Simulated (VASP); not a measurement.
Crystal: K.

```
K
1.0
    -2.69756    2.69756    2.69756
     2.69756   -2.69756    2.69756
     2.69756    2.69756   -2.69756
K
1
Direct
  0.00000 0.00000 0.00000
```

```yaml
Program: VASP 6.6.1
Task: single point
Functional: PBE
Potentials_or_basis: VASP PAW PBE potentials, release 64 (K_sv)
Cutoff: 520 eV
k_mesh: 7 × 7 × 7
Occupations: fermi-dirac, width 0.05 eV
Spin: no spin polarisation
```

On this cell: pressure -0.2 GPa; band gap on the k mesh none (metal or under the smearing width).

The same run follows on a disturbed copy (cell strained at random at fixed volume):

```
K
1.0
    -2.62910    2.66761    2.60007
     2.71869   -2.74448    2.76653
     2.66008    2.77546   -2.67695
K
1
Direct
  0.99632 0.99168 0.00721
```

Question: What changes?

Answer: The energy (extrapolated to zero smearing) moves by +1.4 meV/atom; pressure -0.2 GPa; band gap on the k mesh none (metal or under the smearing width).

Stress tensor (GPa, compression positive):
```
-0.21 -0.04 -0.09
-0.04 -0.20  0.08
-0.09  0.08 -0.22
```
